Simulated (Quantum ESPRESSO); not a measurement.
A calculation with Quantum ESPRESSO 7.5 of Lu (native input, structure typed inline):

The input pw.in:

```
&CONTROL
  calculation = 'scf'
  prefix = 'pwscf'
  outdir = './tmp'
  pseudo_dir = './pseudo'
  tprnfor = .true.
  tstress = .true.
  disk_io = 'low'
/
&SYSTEM
  ibrav = 0
  nat = 2
  ntyp = 1
  ecutwfc = 55
  ecutrho = 440
  nbnd = 34
  occupations = 'smearing'
  smearing = 'fd'
  degauss = 0.00367493
/
&ELECTRONS
  conv_thr = 4d-10
  electron_maxstep = 120
  mixing_beta = 0.5
/
ATOMIC_SPECIES
Lu   174.9668 Lu.paw.z_25.atompaw.wentzcovitch.v1.2.upf
CELL_PARAMETERS angstrom
   3.5031000000    0.0000000000    0.0000000000
  -1.7515500000    3.0337735920    0.0000000000
   0.0000000000    0.0000000000    5.5509000000
ATOMIC_POSITIONS crystal
Lu     0.6666666667    0.3333333333    0.7500000000
Lu     0.3333333333    0.6666666667    0.2500000000
K_POINTS automatic
9 9 5 0 0 0
```

File pp_density.in:

```
&INPUTPP
  prefix = 'pwscf'
  outdir = './tmp'
  filplot = 'density.dat'
  plot_num = 0
/
&PLOT
  nfile = 1
  filepp(1) = 'density.dat'
  iflag = 3
  output_format = 6
  fileout = 'density.cube'
/
```

pp_potential.in

```
&INPUTPP
  prefix = 'pwscf'
  outdir = './tmp'
  filplot = 'potential.dat'
  plot_num = 11
/
&PLOT
  nfile = 1
  filepp(1) = 'potential.dat'
  iflag = 3
  output_format = 6
  fileout = 'potential.cube'
/
```

Potentials or basis: SSSP 1.3 efficiency PBE.

Run with:

```sh
$ OMP_NUM_THREADS=1 pw.x -in pw.in > pw.out
$ OMP_NUM_THREADS=1 pp.x -in pp_density.in > pp_density.out
$ OMP_NUM_THREADS=1 pp.x -in pp_potential.in > pp_potential.out
```

Task: Write the same calculation in another form: ASE script, Cartesian positions.

Result: As run:

run.py

```python
import numpy as np
from ase.calculators.espresso import Espresso, EspressoProfile
from ase.io import read

atoms = read('Lu.xyz')

input_data = {
    'control': {'calculation': 'scf', 'prefix': 'pwscf', 'outdir': './tmp', 'tprnfor': True, 'tstress': True, 'disk_io': 'nowf'},
    'system': {'ecutwfc': 55.0, 'ecutrho': 440.0, 'nbnd': 34, 'occupations': 'smearing', 'smearing': 'fd', 'degauss': 0.00367493},
    'electrons': {'conv_thr': 4e-10, 'electron_maxstep': 120, 'mixing_beta': 0.5},
}
pseudopotentials = {'Lu': 'Lu.paw.z_25.atompaw.wentzcovitch.v1.2.upf'}
profile = EspressoProfile(command='pw.x', pseudo_dir='pseudo')
dft = Espresso(profile=profile, input_data=input_data, pseudopotentials=pseudopotentials, kpts=(9, 9, 5), koffset=(0, 0, 0))
atoms.calc = dft

print(f'energy {atoms.get_potential_energy():.8f} eV')
print('forces (eV/A)')
print(np.round(atoms.get_forces(), 6))
print('stress (eV/A^3, Voigt)')
print(np.round(atoms.get_stress(), 8))
print(f'Fermi level {dft.get_fermi_level():.4f} eV')
```

The input Lu.xyz:

```xyz
2
Lattice="3.5031000000 0.0000000000 0.0000000000 -1.7515500000 3.0337735920 0.0000000000 0.0000000000 0.0000000000 5.5509000000" Properties=species:S:1:pos:R:3 pbc="T T T"
Lu     1.7515500002      1.0112578639      4.1631750000
Lu    -0.0000000002      2.0225157281      1.3877250000
```

Potentials or basis: SSSP 1.3 efficiency PBE.

Launch:

```console
$ OMP_NUM_THREADS=1 python run.py
```

Both were run:

|  | native input, structure typed inline | ASE script, Cartesian positions |
| --- | --- | --- |
| Pressure | -0.6 GPa | -0.6 GPa |
| Band gap on the k mesh | none (metal or under the smearing width) | none (metal or under the smearing width) |

Keys that steer only the numerical path or the files written may differ.
